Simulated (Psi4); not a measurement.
# CHF3 (SMILES FC(F)F) at CCSD(T)/def2-SVPD

Aim: the energy change on altering one bond length of CHF3 at CCSD(T)/def2-SVPD, from 2 runs. 

The calculation is run with Psi4 1.11.

## (1) The structure to begin with

The species is CHF3 (5 atoms), meant as a singlet with charge 0. As SMILES, `FC(F)F`. The coordinates come from a PBE0-D4/def2-TZVP relaxation.

Bond lengths: F1–C2 1.331 Å, C2–F3 1.331 Å, C2–F4 1.331 Å, C2–H5 1.093 Å. Angles: F1–C2–F3 108.5°, F1–C2–F4 108.5°, F3–C2–F4 108.5°, F1–C2–H5 110.4°, F3–C2–H5 110.4°, F4–C2–H5 110.4°.

## (2) A single-point energy at CCSD(T)/def2-SVPD

The input, job.json:

```json
{
 "schema_name": "qcschema_input",
 "schema_version": 1,
 "molecule": {
  "schema_name": "qcschema_molecule",
  "schema_version": 2,
  "symbols": ["F", "C", "F", "F", "H"],
  "geometry": [-1.26356537, -0.6230427, 2.03937354, 0.03684966, 0.10650496, 0.01288793, 1.97920466, -1.46221338, -0.29757517, -1.45994571, -0.06631049, -2.00201365, 0.70745677, 2.04508051, 0.24730846],
  "molecular_charge": 0,
  "molecular_multiplicity": 1,
  "fix_symmetry": "c1",
  "fix_com": true,
  "fix_orientation": true
 },
 "driver": "energy",
 "model": {
  "method": "ccsd(t)",
  "basis": "def2-SVPD"
 },
 "keywords": {
  "puream": true,
  "e_convergence": 1e-09,
  "d_convergence": 1e-08,
  "scf_type": "pk",
  "num_frozen_docc": 4
 }
}
```

Command:

```console
psi4 --qcschema job.json -n 1 --memory 2200MB
```

stdout, shortened:

```text
[...]
  Running in c1 symmetry.
[...]
  Nuclear repulsion =  133.952934405460695
[...]
  Multiplicity = 1
[...]
  Nalpha       = 17
  Nbeta        = 17
[...]
    Number of basis functions: 97
[...]
   @RHF iter   1:  -336.43087637782537   -3.71045e-01   5.03112e-03 ADIIS/DIIS
[...]
   @RHF iter  10:  -336.52278177637191   -3.12639e-12   4.16642e-09 DIIS
[...]
    Orbital Energies [Eh]
    ---------------------
    Doubly Occupied:
       1A    -26.349405     2A    -26.349402     3A    -26.349383
       4A    -11.524655     5A     -1.723967     6A     -1.624323
       7A     -1.624320     8A     -0.987168     9A     -0.858490
      10A     -0.837942    11A     -0.837942    12A     -0.722115
      13A     -0.722114    14A     -0.678687    15A     -0.678686
      16A     -0.660995    17A     -0.603510
[...]
  @RHF Final Energy:  -336.52278177637191
   => Energetics <=
    Nuclear Repulsion Energy =            133.9529344054606952
    One-Electron Energy =                -734.6852198588378542
    Two-Electron Energy =                 264.2095036770052161
    Total Energy =                       -336.5227817763719145
[...]
 Multipole Moments:
 ------------------------------------------------------------------------------------
     Multipole            Electronic (a.u.)      Nuclear  (a.u.)        Total (a.u.)
 ------------------------------------------------------------------------------------
 L = 1.  Multiply by 2.5417464519 to convert [e a0] to [Debye]
 Dipole X            :          6.0072788           -5.7702031            0.2370758
 Dipole Y            :         17.3652802          -16.6799889            0.6852913
 Dipole Z            :          2.1002022           -2.0173015            0.0829007
 Magnitude           :                                                    0.7298641
[...]
      * MP2 total energy                      = -337.239579681898931
[...]
      * CCSD total energy                     = -337.252716223362143
[...]
      * CCSD(T) total energy                  = -337.270121105449732
[...]
```

The result, in JSON:

```text
{
 "driver": "energy",
 "model": {
  "method": "ccsd(t)",
  "basis": "def2-SVPD"
 },
 "success": true,
 "return_result": -337.27012110544973,
 "properties": {
  "calcinfo_nbasis": 97,
  "calcinfo_nmo": 97,
  "calcinfo_nalpha": 17,
  "calcinfo_nbeta": 17,
  "calcinfo_natom": 5,
  "nuclear_repulsion_energy": 133.9529344054607,
  "return_energy": -337.27012110544973,
  "scf_one_electron_energy": -734.6852198588379,
  "scf_two_electron_energy": 264.2095036770052,
  "scf_dipole_moment": [0.23707577858874984, 0.6852913269365999, 0.08290068798607031],
  "scf_total_energy": -336.5227817763719,
  "scf_iterations": 10,
  "mp2_same_spin_correlation_energy": -0.19648086955904065,
  "mp2_opposite_spin_correlation_energy": -0.520317035968929,
  "mp2_singles_energy": -2.427302489208144e-26,
  "mp2_doubles_energy": -0.7167979055279696,
  "mp2_correlation_energy": -0.7167979055279696,
  "mp2_total_energy": -337.23957968189893,
  "ccsd_same_spin_correlation_energy": -0.17604878023991044,
  "ccsd_opposite_spin_correlation_energy": -0.5538856667512637,
  "ccsd_singles_energy": 0.0,
  "ccsd_doubles_energy": -0.7299344469911742,
  "ccsd_correlation_energy": -0.7299344469911729,
  "ccsd_total_energy": -337.25271622336214,
  "ccsd_iterations": 14,
  "ccsd_prt_pr_correlation_energy": -0.7473393290787955,
  "ccsd_prt_pr_total_energy": -337.27012110544973
 }
}
```

Run time: 40 s. Hardware: 1 thread of Intel Xeon 6975P-C (Granite Rapids), shared host; peak memory 0.8 GiB.

## (3) The distorted shape, same level

The input, chf3.inp:

```
memory 2200 mb

molecule molecule1 {
  F
  C 1 1.331379
  F 2 1.331384 1 108.51936
  F 2 1.331392 1 108.51995 3 117.74182
  H 2 2.4036 1 110.40751 3 -121.13036
  symmetry c1
}

set reference rhf
set puream true
set e_convergence 1e-09
set d_convergence 1e-08
set scf_type pk
set num_frozen_docc 4

E, wfn = energy('ccsd(t)/def2-SVPD', return_wfn=True)
print_variables()
```

Command:

```console
psi4 chf3.inp chf3.out -n 1
```

chf3.out, shortened:

```text
[...]
  Running in c1 symmetry.
[...]
  Nuclear repulsion =  129.774986641126304
[...]
  Multiplicity = 1
[...]
  Nalpha       = 17
  Nbeta        = 17
[...]
    Number of basis functions: 97
[...]
   @RHF iter   1:  -336.17699740809525   -5.08189e-01   5.51545e-03 ADIIS/DIIS
[...]
   @RHF iter  11:  -336.29426436978099   -3.18323e-12   2.93699e-09 DIIS
[...]
    Orbital Energies [Eh]
    ---------------------
    Doubly Occupied:
       1A    -26.379370     2A    -26.379367     3A    -26.379346
       4A    -11.590320     5A     -1.745326     6A     -1.646763
       7A     -1.646759     8A     -0.980010     9A     -0.859396
      10A     -0.859396    11A     -0.818976    12A     -0.738487
      13A     -0.738487    14A     -0.700386    15A     -0.700385
      16A     -0.684959    17A     -0.394699
[...]
  @RHF Final Energy:  -336.29426436978099
   => Energetics <=
    Nuclear Repulsion Energy =            129.7749866411263042
    One-Electron Energy =                -725.6536370017458921
    Two-Electron Energy =                 259.5843859908385411
    Total Energy =                       -336.2942643697809899
[...]
 Multipole Moments:
 ------------------------------------------------------------------------------------
     Multipole            Electronic (a.u.)      Nuclear  (a.u.)        Total (a.u.)
 ------------------------------------------------------------------------------------
 L = 1.  Multiply by 2.5417464519 to convert [e a0] to [Debye]
 Dipole X            :          2.0424890           -2.3404284           -0.2979395
 Dipole Y            :         -1.2335839            1.4135127            0.1799288
 Dipole Z            :         -0.8877468            1.0172222            0.1294753
 Magnitude           :                                                    0.3713572
[...]
      * MP2 total energy                      = -337.054799326106320
[...]
      * CCSD total energy                     = -337.082242497401353
[...]
      * CCSD(T) total energy                  = -337.112773328047695
[...]
```

Run time: 41 s. Hardware: 1 thread of Intel Xeon 6975P-C (Granite Rapids), shared host; peak memory 0.8 GiB.

## (4) Outcome

At CCSD(T)/def2-SVPD, 4 core orbitals frozen:

| quantity | value |
| --- | --- |
| first shape: total energy | -337.27012 Eh |
| first shape: HOMO energy (Hartree–Fock orbitals) | -16.42 eV |
| first shape: LUMO energy (Hartree–Fock orbitals) | 2.54 eV |
| first shape: HOMO–LUMO gap (Hartree–Fock orbitals) | 18.96 eV |
| first shape: correlation energy (4 core orbitals frozen) | -747.3 mEh |
| first shape: (T) correction | -17.40 mEh |
| first shape: T1 diagnostic | 0.014 |
| distorted shape: total energy | -337.11277 Eh |
| distorted shape: HOMO energy (Hartree–Fock orbitals) | -10.74 eV |
| distorted shape: LUMO energy (Hartree–Fock orbitals) | -1.18 eV |
| distorted shape: HOMO–LUMO gap (Hartree–Fock orbitals) | 9.56 eV |
| distorted shape: correlation energy (4 core orbitals frozen) | -818.5 mEh |
| distorted shape: (T) correction | -30.53 mEh |
| distorted shape: T1 diagnostic | 0.019 |
| energy change with the C2–H5 bond stretched from 1.093 to 2.404 Å | 4.282 eV |

**Reading.** One bond (distorted shape) is far stretched, which a spin-restricted single reference describes badly; perturbation theory on it can break down and give far too much correlation. With the C2–H5 bond stretched from 1.093 to 2.404 Å the energy rises by 4.28 eV (99 kcal/mol). The first shape isn't relaxed at this level, so the change isn't measured from a minimum. A restricted reference can't describe the breaking bond well at this length. The triples (first shape) make up 2.3 % of the correlation energy. The triples (distorted shape) make up 3.7 % of the correlation energy.
